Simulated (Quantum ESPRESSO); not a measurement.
# PbSe (Clausthalite) (Fm-3m) in Quantum ESPRESSO: reference runs, part 2 of 2

Quantum ESPRESSO 7.5. The steps go on from the part before.

## (3) Single point, PBE (atoms moved at random, drawn with an rms of 0.05 Å)

Input file pw.in:

```
&CONTROL
  calculation = 'scf'
  prefix = 'pwscf'
  outdir = './tmp'
  pseudo_dir = './pseudo'
  tprnfor = .true.
  tstress = .true.
  disk_io = 'nowf'
/
&SYSTEM
  ibrav = 0
  nat = 2
  ntyp = 2
  ecutwfc = 55
  ecutrho = 440
  nbnd = 16
  occupations = 'smearing'
  smearing = 'fd'
  degauss = 0.00367493
/
&ELECTRONS
  conv_thr = 4d-10
  electron_maxstep = 120
  mixing_beta = 0.5
/
ATOMIC_SPECIES
Pb   207.2000 Pb.pbe-dn-kjpaw_psl.0.2.2.UPF
Se    78.9710 Se_pbe_v1.uspp.F.UPF
CELL_PARAMETERS angstrom
   0.0000000000    3.0606500000    3.0606500000
   3.0606500000    0.0000000000    3.0606500000
   3.0606500000    3.0606500000    0.0000000000
ATOMIC_POSITIONS crystal
Pb    -0.0022480000   -0.0031650000   -0.0006020000
Se     0.5030880000    0.4999950000    0.4926990000
K_POINTS automatic
8 8 8 0 0 0
```

Potentials or basis: SSSP 1.3 efficiency PBE.

The run is started by

```sh
$ OMP_NUM_THREADS=1 pw.x -in pw.in > pw.out
```

pw.out:

```text
This program is part of the open-source Quantum ESPRESSO suite
     for quantum simulation of materials; please cite
         "P. Giannozzi et al., J. Phys.:Condens. Matter 21 395502 (2009);
         "P. Giannozzi et al., J. Phys.:Condens. Matter 29 465901 (2017);
         "P. Giannozzi et al., J. Chem. Phys. 152 154105 (2020);
     in publications or presentations arising from this work. More details at

     file Pb.pbe-dn-kjpaw_psl.0.2.2.UPF: wavefunction(s)  6S renormalized

     Subspace diagonalization in iterative solution of the eigenvalue problem:
     a serial algorithm will be used

     G-vector sticks info
     --------------------
     sticks:   dense  smooth     PW     G-vecs:    dense   smooth      PW
     Sum        2053    1027    301                60375    21331    3479

     Using Slab Decomposition

     bravais-lattice index     =            0
     lattice parameter (alat)  =       8.1795  a.u.
     unit-cell volume          =     386.9614 (a.u.)^3
     number of atoms/cell      =            2
     number of atomic types    =            2
     number of electrons       =        20.00
     number of Kohn-Sham states=           16
     kinetic-energy cutoff     =      55.0000  Ry
     charge density cutoff     =     440.0000  Ry
     scf convergence threshold =      4.0E-10
     mixing beta               =       0.5000
     number of iterations used =            8  plain     mixing
     Exchange-correlation= SLA  PW   PBE  PBE
                           (   1   4   3   4   0   0   0)

     celldm(1)=   8.179515  celldm(2)=   0.000000  celldm(3)=   0.000000
     celldm(4)=   0.000000  celldm(5)=   0.000000  celldm(6)=   0.000000

     crystal axes: (cart. coord. in units of alat)
               a(1) = (   0.000000   0.707107   0.707107 )
               a(2) = (   0.707107   0.000000   0.707107 )
               a(3) = (   0.707107   0.707107   0.000000 )

     reciprocal axes: (cart. coord. in units 2 pi/alat)
               b(1) = ( -0.707107  0.707107  0.707107 )
               b(2) = (  0.707107 -0.707107  0.707107 )
               b(3) = (  0.707107  0.707107 -0.707107 )

     PseudoPot. # 1 for Pb read from file:
     Pb.pbe-dn-kjpaw_psl.0.2.2.UPF
     Pseudo is Projector augmented-wave + core cor, Zval = 14.0
     Generated using "atomic" code by A. Dal Corso  v.5.0.99 svn rev. 10869
     Shape of augmentation charge: PSQ
     Using radial grid of 1281 points,  6 beta functions with:
                l(1) =   0
                l(2) =   0
                l(3) =   1
                l(4) =   1
                l(5) =   2
                l(6) =   2
     Q(r) pseudized with 0 coefficients

     PseudoPot. # 2 for Se read from file:
     Se_pbe_v1.uspp.F.UPF
     Pseudo is Ultrasoft + core correction, Zval =  6.0
     Generated by new atomic code, or converted to UPF format
     Using radial grid of  877 points,  6 beta functions with:
                l(1) =   0
                l(2) =   0
                l(3) =   1
                l(4) =   1
                l(5) =   2
                l(6) =   2
     Q(r) pseudized with  8 coefficients,  rinner =    1.300   1.300   1.300
                                                       1.300   1.300

     atomic species   valence    mass     pseudopotential
     Pb               14.00   207.20000     Pb( 1.00)
     Se                6.00    78.97100     Se( 1.00)

     No symmetry found

   Cartesian axes

     site n.     atom                  positions (alat units)
         1        Pb     tau(   1) = (  -0.0026637  -0.0020153  -0.0038276  )
         2        Se     tau(   2) = (   0.7019407   0.7041277   0.7092868  )

     number of k points=   260  Fermi-Dirac smearing, width (Ry)=  0.0037

     Number of k-points >= 100: set verbosity='high' to print them.

     Dense  grid:    60375 G-vectors     FFT dimensions: (  60,  60,  60)

     Smooth grid:    21331 G-vectors     FFT dimensions: (  40,  40,  40)

     Initial potential from superposition of free atoms

     starting charge      19.9976, renormalised to      20.0000
     Starting wfcs are   13 randomized atomic wfcs +    3 random wfcs
     Checking if some PAW data can be deallocated...

     Self-consistent Calculation

     iteration #  1     ecut=    55.00 Ry     beta= 0.50
     Davidson diagonalization with overlap
     ethr =  1.00E-02,  avg # of iterations =  5.7

     Threshold (ethr) on eigenvalues was too large:
     Diagonalizing with lowered threshold

     Davidson diagonalization with overlap
     ethr =  4.10E-04,  avg # of iterations =  4.0

     total energy              =    -914.21318384 Ry
     estimated scf accuracy    <       0.07988461 Ry
[... 12 lines left out ...]
     total energy              =    -914.23941172 Ry
     estimated scf accuracy    <       0.00083551 Ry

     iteration #  4     ecut=    55.00 Ry     beta= 0.50
     Davidson diagonalization with overlap
     c_bands:  2 eigenvalues not converged
     c_bands:  1 eigenvalues not converged
     ethr =  4.18E-06,  avg # of iterations =  5.7

     total energy              =    -914.23962233 Ry
     estimated scf accuracy    <       0.00002435 Ry

     iteration #  5     ecut=    55.00 Ry     beta= 0.50
     Davidson diagonalization with overlap
     ethr =  1.22E-07,  avg # of iterations =  5.6
[... 8 lines left out ...]
     total energy              =    -914.23965405 Ry
     estimated scf accuracy    <       0.00000001 Ry

     iteration #  7     ecut=    55.00 Ry     beta= 0.50
     Davidson diagonalization with overlap
     c_bands:  1 eigenvalues not converged
     ethr =  6.74E-11,  avg # of iterations =  8.1

     total energy              =    -914.23965410 Ry
     estimated scf accuracy    <          2.3E-09 Ry

     iteration #  8     ecut=    55.00 Ry     beta= 0.50
     Davidson diagonalization with overlap
     ethr =  1.14E-11,  avg # of iterations =  3.3

     End of self-consistent calculation

     Number of k-points >= 100: set verbosity='high' to print the bands.

     the Fermi energy is     8.3280 ev

!    total energy              =    -914.23965411 Ry
     estimated scf accuracy    <          1.8E-10 Ry
     smearing contrib. (-TS)   =      -0.00002068 Ry
     internal energy E=F+TS    =    -914.23963343 Ry

     The total energy is F=E-TS. E is the sum of the following terms:
     one-electron contribution =     -36.83958523 Ry
     hartree contribution      =      32.88370605 Ry
     xc contribution           =     -74.06485543 Ry
     ewald contribution        =    -107.77817039 Ry
     one-center paw contrib.   =    -728.44072843 Ry

     convergence has been achieved in   8 iterations

     Forces acting on atoms (cartesian axes, Ry/au):

     atom    1 type  1   force =    -0.00025863   -0.00009966    0.00061892
     atom    2 type  2   force =     0.00025863    0.00009966   -0.00061892

     Total force =     0.000959     Total SCF correction =     0.000002

     Computing stress (Cartesian axis) and pressure

          total   stress  (Ry/bohr**3)                   (kbar)     P=       23.62
   0.00016008   0.00000003  -0.00000016           23.55        0.00       -0.02
   0.00000003   0.00015978  -0.00000006            0.00       23.50       -0.01
  -0.00000016  -0.00000006   0.00016175           -0.02       -0.01       23.79

=------------------------------------------------------------------------------=
   JOB DONE.
=------------------------------------------------------------------------------=
```

It took 1.9 min on 1 thread of AMD EPYC 9R45 (Zen 5), shared host; peak memory 0.43 GiB.

Results:

- Free energy: -12438.8642 eV
- Pressure: 2.4 GPa
- Largest force: 0.017 eV/Å
- Band gap on the k mesh: 0.30 eV, direct

Forces on the atoms (eV/Å):
```
Pb  -0.007 -0.003  0.016
Se   0.007  0.003 -0.016
```

Levels at points of the mesh, in eV from the valence-band top:
```csv
k point,band 7,band 8,band 9,band 10,band 11,band 12,band 13,band 14
"(0.00, 0.00, 0.00)",-6.31,-1.87,-1.87,-1.86,4.71,4.71,4.71,6.53
"(0.00, 0.00, -0.50)",-8.80,-1.47,-1.47,-0.01,0.31,1.70,1.70,8.55
"(0.00, -0.50, -0.50)",-7.39,-4.98,-3.23,-3.23,3.70,5.62,5.62,6.06
"(0.50, 0.50, 0.50)",-8.81,-1.47,-1.47,0.00,0.30,1.70,1.70,8.56
"(-0.50, 0.00, 0.00)",-8.81,-1.47,-1.47,-0.01,0.31,1.70,1.70,8.55
"(0.00, -0.50, 0.00)",-8.81,-1.47,-1.47,0.00,0.30,1.70,1.70,8.56
"(-0.50, 0.00, -0.50)",-7.39,-4.98,-3.23,-3.23,3.69,5.62,5.62,6.06
"(-0.50, -0.50, 0.00)",-7.39,-4.98,-3.23,-3.23,3.70,5.62,5.62,6.06
```

Caveat: spin-orbit coupling is left out, which as a rule narrows the gap of such compounds by several tenths of an eV.

## (4) Against experiment

Step 2. Against the measured gap of PbSe, 0.28 eV (direct; 300 K; a printed reference work, monograph), the calculated 0.30 eV is off by +0.02 eV. 2 values of this kind are on record (0.15 to 0.28 eV); this one was drawn at random. Spin-orbit coupling on Pb, Se is left out. The value is that of PBE on a finite k mesh, which can miss the band edges, without temperature or zero-point motion.
